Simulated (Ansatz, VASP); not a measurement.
**One calculation of Sb, two programs**

Contents of INCAR:

```
SYSTEM = Sb
PREC = Accurate
ENCUT = 520
EDIFF = 1E-7
ISMEAR = -1
SIGMA = 0.1
LREAL = .FALSE.
LASPH = .TRUE.
NELM = 60
ALGO = Normal
ISIF = 2
LWAVE = .FALSE.
LCHARG = .FALSE.
GGA = RE
NBANDS = 12
```

File KPOINTS:

```
regular mesh
0
G
  9 9 9
  0 0 0
```

Contents of POSCAR:

```
Sb
1.0
    0.0000000000      3.4793757364      3.4793757364
    3.4793757364      0.0000000000      3.4793757364
    3.4793757364      3.4793757364      0.0000000000
Sb
2
Direct
    0.1250000000      0.1250000000      0.1250000000
    0.8750000000      0.8750000000      0.8750000000
```

Input for Ansatz:

```yaml
crystal:
  lattice:
    - [0.0, 3.4793757364, 3.4793757364]
    - [3.4793757364, 0.0, 3.4793757364]
    - [3.4793757364, 3.4793757364, 0.0]
  atoms:
    - { symbol: Sb, position: [0.125, 0.125, 0.125] }
    - { symbol: Sb, position: [0.875, 0.875, 0.875] }
hamiltonian:
  xc: revpbe
  pseudopotentials:
    kind: paw
    azcp:
      Sb: "pseudopotentials/Sb.paw.azcp"
basis:
  ecutwfc: 420
  fft_grid_basis: typed
kpoints:
  mp_grid: { grid: [9, 9, 9], shift: [0, 0, 0] }
magnetization:
  spin_polarized: false
scf:
  occupations: { method: fermi_dirac, width: 0.1 }
  lower_state_search: "off"
output:
  stress: true
```

Alike in both runs: task single point; functional revPBE; k mesh 9 × 9 × 9; occupations fermi-dirac, width 0.1 eV; no spin polarisation.

|  | VASP | Ansatz |
| --- | --- | --- |
| version | VASP 6.6.1 | Ansatz 0.2.0 |
| potentials or method | VASP PAW PBE potentials, release 64 (Sb) | plane waves (420 eV) with PAW, scalar-relativistic |
| plane-wave cutoff (eV) | 520 | 420 |
| valence electrons in the cell | 10 | 30 |

|  | VASP | Ansatz | Ansatz less VASP |
| --- | --- | --- | --- |
| pressure (GPa) | 1.3 | 1.3 | 0.00 |

The two sets of potentials don't hold the same shells in valence.

Caveats: the PAW data sets were made with another functional, which shifts forces and pressure a little (VASP). Spin-orbit coupling is left out, which matters for the levels of Sb.
